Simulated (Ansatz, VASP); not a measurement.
# Two plane-wave programs on CdTe

File POSCAR:

```
CdTe
1.0
    4.5325540000      0.0000000000      0.0000000000
    2.2662770000      3.9253069080      0.0000000000
    2.2662770000      1.3084356360      3.7008148439
Cd Te
1 1
Direct
    0.0000000000      0.0000000000      0.0000000000
    0.2500000000      0.2500000000      0.2500000000
```

INCAR.step1

```
SYSTEM = CdTe
  PREC = Accurate
  ENCUT = 520
  ISMEAR = 0
  SIGMA = 0.01
  LREAL = .False.
  LASPH = .True.
  NELM = 60
  NBANDS = 16
  GGA = PE
  ALGO = Normal
  EDIFF = 1E-4
  LWAVE = .True.
  LCHARG = .False.
```

File INCAR.step2:

```
SYSTEM = CdTe
  PREC = Accurate
  ENCUT = 520
  EDIFF = 1E-6
  ISMEAR = 0
  SIGMA = 0.01
  LREAL = .False.
  LASPH = .True.
  NELM = 60
  ALGO = Normal
  ISIF = 2
  LWAVE = .False.
  LCHARG = .False.
  METAGGA = R2SCAN
  LMIXTAU = .True.
  NBANDS = 16
  ISTART = 1
```

File KPOINTS:

```
Automatic mesh
0
Gamma
  6 6 6
  0 0 0
```

Input for Ansatz:

```yaml
crystal:
  lattice:
    a: 4.532554
    b: 4.532554
    c: 4.532554
    alpha: 60.0
    beta: 60.0
    gamma: 60.0
  atoms:
    - { symbol: Cd, position: [0.0, 0.0, 0.0] }
    - { symbol: Te, position: [0.25, 0.25, 0.25] }
basis:
  ecutwfc: 550.0
kpoints:
  mp_grid:
    grid: [6, 6, 6]
hamiltonian:
  xc: r2scan
scf:
  occupations:
    method: fixed
output:
  forces: true
  stress: true
```

Alike in both runs: task single point; functional r2SCAN; k mesh 6 × 6 × 6; no spin polarisation.

```csv
,VASP,Ansatz
version,VASP 6.6.1,Ansatz 0.2.0
potentials or method,"VASP PAW PBE potentials, release 64 (Cd, Te)","plane waves, PAW"
plane-wave cutoff (eV),520,550
occupations,"gaussian, width 0.01 eV",fixed
valence electrons in the cell,18,36
```

|  | VASP | Ansatz | Ansatz less VASP |
| --- | --- | --- | --- |
| pressure (GPa) | 3.4 | 3.2 | -0.15 |

The two sets of potentials don't hold the same shells in valence.

Caveats: the PAW data sets were made with another functional, which shifts forces and pressure a little (VASP).
